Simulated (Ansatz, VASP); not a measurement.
One calculation of TiB2, two programs

```xyz
3
Lattice="3.0292 0.0000 0.0000 -1.5146 2.6234 0.0000 0.0000 0.0000 3.2284" Properties=species:S:1:pos:R:3 pbc="T T T"
Ti    0.0109   -0.0365   -0.0493
B     1.5136    0.8224    1.6230
B    -0.0053    1.7485    1.5951
```

Change from the starting cell: atoms moved at random, drawn with an rms of 0.05 Å.

Alike in both runs: task single point; functional PBEsol; k mesh 10 × 10 × 8; occupations fermi-dirac, width 0.05 eV; no spin polarisation.

|  | VASP | Ansatz |
| --- | --- | --- |
| version | VASP 6.6.1 | Ansatz 0.2.0 |
| potentials or method | VASP PAW PBE potentials, release 64 (Ti_sv, B), cutoff 520 eV | all-electron LAPW, scalar-relativistic |

Ansatz gave:

* gap on the k mesh at the Fermi level (eV): none
* pressure (GPa): -4.5
* largest component of the traceless stress (GPa): 2.34
* rms of the force components (eV/Å): 0.490

Estimate VASP's values.

gap on the k mesh at the Fermi level (eV): none; pressure (GPa): -4.0; largest component of the traceless stress (GPa): 2.43; rms of the force components (eV/Å): 0.494.

Atom by atom the forces differ by 0.004 eV/Å (rms over components). A gap of «none» marks a metal or a gap that the smearing closes. Ansatz ran all-electron here, so the differences hold the error of VASP's frozen core and of both bases.

Caveats: the PAW data sets were made with another functional, which shifts forces and pressure a little (VASP).
